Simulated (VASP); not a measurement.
Crystal: MnF2.

```xyz
6
Lattice="4.8738 0.0000 0.0000 0.0000 4.8738 0.0000 0.0000 0.0000 3.3107" Properties=species:S:1:pos:R:3 pbc="T T T"
Mn    2.4369    2.4369    1.6554
Mn    0.0000    0.0000    0.0000
F     3.9249    0.9489    1.6554
F     3.3858    3.3858    0.0000
F     0.9489    3.9249    1.6554
F     1.4880    1.4880    0.0000
```

Base run:

```yaml
Program: VASP 6.6.1
Functional: PBE
Potentials_or_basis: VASP PAW PBE potentials, release 64 (Mn_pv, F)
Cutoff: 520 eV
k_mesh: 6 × 6 × 8
Occupations: fermi-dirac, width 0.05 eV
Spin: collinear spin, ferromagnetic start
Starting_moments: "[4.0, 4.0, 0.0, 0.0, 0.0, 0.0] μB"
```

Its results: band gap on the k mesh 1.12 eV, direct; pressure 3.7 GPa; net moment 10.00 μB per cell; site moments Mn +4.59; F +0.09 μB; largest force 0.044 eV/Å.

Task: The run is repeated on the same cell with these changes: potentials or basis from VASP PAW PBE potentials, release 64 (Mn_pv, F) to VASP PAW PBE potentials, release 64 (Mn, F); cutoff from 520 eV to 500 eV; further incar settings from ALGO = Normal; EDIFF = 1e-06; NBANDS = 40 to ALGO = Fast; EDIFF = 1e-07; valence electrons from 54 to 42. What comes out?

Result: Band gap on the k mesh 1.17 eV, direct; pressure 3.2 GPa; net moment 10.00 μB per cell; site moments Mn +4.58; F +0.09 μB; largest force 0.041 eV/Å.

Caveats: only a ferromagnetic start was run, and an antiferromagnetic order may lie lower in energy.
